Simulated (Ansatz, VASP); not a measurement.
## Li2S in VASP and in Ansatz

```
Li S
1.0
     0.00000    2.83517    2.83517
     2.83517    0.00000    2.83517
     2.83517    2.83517    0.00000
Li S
2 1
Direct
  0.75000 0.75000 0.75000
  0.25000 0.25000 0.25000
  0.00000 0.00000 0.00000
```

The cell comes from a database or a generator and needn't be the stable form of this composition.

Alike in both runs: task relaxation of cell and atoms; functional PBEsol; k mesh 8 × 8 × 8; occupations gaussian, width 0.02 eV; no spin polarisation.

|  | VASP | Ansatz |
| --- | --- | --- |
| version | VASP 6.6.1 | Ansatz 0.2.0 |
| potentials or method | VASP PAW PBE potentials, release 64 (Li_sv, S) | scalar-relativistic, plane waves, PAW |
| plane-wave cutoff (eV) | 600 | 420 |
| valence electrons in the cell | 12 | 12 |

Ansatz gave:

* gap on the k mesh at the Fermi level, each at its own relaxed structure (eV): 3.20
* relaxed volume (Å³/atom): 15.07
* relaxed cell length with the largest relative difference (Å): 3.999

Which values does VASP return?

gap on the k mesh at the Fermi level, each at its own relaxed structure (eV): 3.20; relaxed volume (Å³/atom): 15.06; relaxed cell length with the largest relative difference (Å): 3.998.

Caveats: the cutoff is under 1.25 times the usual one of these potentials, so pressure, stress and relaxed cells hold a basis-set (Pulay) error (VASP); the PAW data sets were made with another functional, which shifts forces and pressure a little (VASP). A k mesh can miss the band edges.
